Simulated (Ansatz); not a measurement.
Ionic part of the dielectric constant of SiC at 35 GPa, mode by mode

Method: DFT LDA, scalar-relativistic, plane waves, PAW in Ansatz 0.2.0. Cutoff 420 eV, 12×12×6 k-points (Γ-centred), fixed occupations. No spin polarisation. Phonons by linear response, acoustic sum rule imposed.

The structure is hexagonal, space group P6_3mc (No. 186). Conventional cell: a = 2.937 Å, b = 2.937 Å, c = 4.814 Å, α = 90.00°, β = 90.00°, γ = 120.00°. Around Si (site symmetry 3m) lie 4 C at 1.80 to 1.81 Å. Around C (site symmetry 3m) lie 4 Si at 1.80 to 1.81 Å.

Other phases may be more stable at this pressure.

The primitive cell has V = 35.97 Å³ and ε∞,xx = 6.642. Each polar mode adds Δε = (4.92064×10⁷/V)·S/ν² along x, with S its oscillator strength in e²/amu, ν in cm⁻¹ and V in Å³.

Q: From these modes, find each Δε and ε0,xx.
```csv
ν (cm⁻¹),S_xx (e²/amu)
918.4,1.835
```

A:
```json
{"ν (cm⁻¹)": "918.4", "Δε": "2.98"}
```

The sum is 2.976, so ε0,xx = 9.62; the run's tensor has 9.62.

Q: Where do the longitudinal modes lie for a wave vector along x?

A: At 1105 cm⁻¹. The Lyddane–Sachs–Teller product Π(ν_LO/ν_TO)² = 1.45 matches ε0/ε∞ = 1.45.

Cost: 1 run of about 1.9 core-minutes, on Arm Neoverse V1 (shared hosts).

The static response perpendicular to the hexagonal axis is mainly electronic: the lattice adds 2.98 to an ε∞,xx of 6.642. All of the ionic part comes from one mode at 918.4 cm⁻¹, the E1 vibration in which the Si and C sublattices move against each other in the basal plane. The electronegativity difference between Si and C gives this motion a sizeable dipole, but the stiff, largely covalent bonds and light atoms keep its frequency high. Since the contribution falls as the inverse square of frequency, the lattice polarisability remains modest. The same dipole produces the macroscopic field that raises the longitudinal mode to 1105 cm⁻¹, with electronic screening limiting the shift. The Lyddane–Sachs–Teller agreement shows that the frequencies and dielectric constants are mutually consistent, but it is not an independent test of their accuracy. The response along the hexagonal axis, governed by the A1 polar mode, is not given, so the dielectric anisotropy remains open.
